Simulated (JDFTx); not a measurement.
Set up this calculation in JDFTx 1.7.0 (patched build), as the native input.

- Task: single point
- Functional: PBE
- Potentials or basis: PseudoDojo-SR-PBE-0.5-standard
- Cutoff: 544 eV
- Density cutoff: 2177 eV
- k mesh: 11 × 11 × 11
- Occupations: fermi-dirac, width 0.05 eV
- Spin: no spin polarisation
- Bands: 6
- Density cutoff over wavefunction cutoff: 4
- Max SCF steps: 100
- SCF threshold on the energy: 1e-08 Ha
- Solver of the electrons: scf
- Further solve for the empty bands: yes

The system is Al.

```
Al
1.0
     0.04789    1.96914    2.02685
     2.04326   -0.00835    2.08310
     2.04058    2.02271   -0.00568
Al
1
Direct
  0.00598 0.98688 0.02117
```

The cell isn't the ideal one: cell strained at random at fixed volume.

One way to write it, as run:

Al.in

```
lattice \
    0.0905065430     3.8611942425     3.8561411148 \
    3.7211390805    -0.0157867720     3.8223773782 \
    3.8301970649     3.9364903799    -0.0107317547
coords-type Lattice
ion Al     0.0059780000    -0.0131190000     0.0211680000 1

ion-species pseudo/Al.upf
elec-cutoff 20
elec-ex-corr gga-PBE
kpoint-folding 11 11 11
elec-smearing Fermi 0.0018374661
elec-n-bands 6
electronic-SCF nIterations 100 energyDiffThreshold 1e-08
electronic-minimize nIterations 30 energyDiffThreshold 1e-7
converge-empty-states yes
forces-output-coords Cartesian

dump-name run.$VAR
dump End Ecomponents EigStats BandEigs Kpoints Forces Stress ElecDensity Dtot KEdensity
```

Potentials or basis: PseudoDojo-SR-PBE-0.5-standard.

Command:

```console
$ jdftx -c 1 -i Al.in -o Al.out
```

It gave:

- Pressure: -0.5 GPa
- Band gap on the k mesh: none (metal or under the smearing width)

Caveat: the empty levels aren't tightly converged.

Run time: 71 s on 1 thread of Intel(R) Xeon(R) Platinum 8488C (Sapphire Rapids), with other jobs on the host, peak memory 0.16 GiB.
